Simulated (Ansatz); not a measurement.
**Ta2H: a hydrostatic pressure series**

Aim: relax Ta2H at pressures from -2 to 40 GPa within the symmetry of the start, and follow volume, cell shape and gap.

Computed with Ansatz 0.2.0 (DFT PBEsol, scalar-relativistic, plane waves, PAW, unless a step's input says otherwise).

1 further run of the same task is left out (set aside as unsound or not needed).

**1. The structure to begin with**

It takes space group P-4m2 (No. 115, tetragonal). Conventional cell: a = 3.347 Å, b = 3.347 Å, c = 3.393 Å, α = 90.00°, β = 90.00°, γ = 90.00°. Ta (site symmetry 2mm) is surrounded by 2 H at 1.89 Å. Around H (site symmetry -4m2) lie 4 Ta at 1.89 Å.

As a file:

```cif
data_structure
_symmetry_space_group_name_H-M 'P-4m2'
_symmetry_Int_Tables_number 115
_cell_length_a 3.3468
_cell_length_b 3.3468
_cell_length_c 3.3930
_cell_angle_alpha 90.000
_cell_angle_beta 90.000
_cell_angle_gamma 90.000
_cell_volume 38.00
loop_
_atom_site_label
_atom_site_type_symbol
_atom_site_symmetry_multiplicity
_atom_site_Wyckoff_symbol
_atom_site_fract_x
_atom_site_fract_y
_atom_site_fract_z
_atom_site_occupancy
Ta1 Ta 2 g 0.50000 0.00000 0.73999 1
H1 H 1 a 0.00000 0.00000 0.00000 1
```

It goes back to an entry of the Materials Project, which need not be the stable form.

This cell was relaxed beforehand with the same method: volume 12.67 Å³/atom, gap on the mesh none (metal).

**2. Relaxing at -2 GPa**

File input.yaml:

```yaml
crystal:
  lattice:
    - [3.368343752, 0.0, 0.0]
    - [0.0, 3.368343752, 0.0]
    - [0.0, 0.0, 3.41481302]
  atoms:
    - { symbol: Ta, position: [0.5, 0.0, 0.7399944573] }
    - { symbol: Ta, position: [0.0, 0.5, 0.2600055427] }
    - { symbol: H, position: [0.0, 0.0, 0.0] }
basis:
  ecutwfc: 420
kpoints:
  mp_grid: { grid: [12, 12, 12] }
hamiltonian:
  xc: pbesol
scf:
  occupations: { method: gaussian, width: 0.1 }
output:
  forces: true
  stress: true
  eigenvalues: true
relax:
  adjacent_minimum: "off"
  f_tol: 0.008
  max_steps: 50
  cell: { stress_tol: 0.08, p_target: -2.0 }
```

The session goes on with these runs: target pressure 2 GPa; 5 GPa; target pressure 10 GPa; 20 GPa; target pressure 40 GPa.

Q: Predict the outcome of this session. Wanted: bulk modulus B0; B0'.

As calculated:

```
                                     quantity                        value
                             volume at 40 GPa  10.99 Å³/atom, V/V0 = 0.867
bulk modulus B0 (third-order Birch-Murnaghan)                      212 GPa
                                          B0'                          3.9
```

**Reading.** At 40 GPa the crystal has lost 13.3 % of its volume. The points follow one equation of state, B0 = 212 GPa. The cell gives way unevenly: a -3.9 %, b -3.9 %, c -6.1 %. The symmetry of the start is kept, so a transition to another structure would not show. The runs treat Ta without spin-orbit coupling.
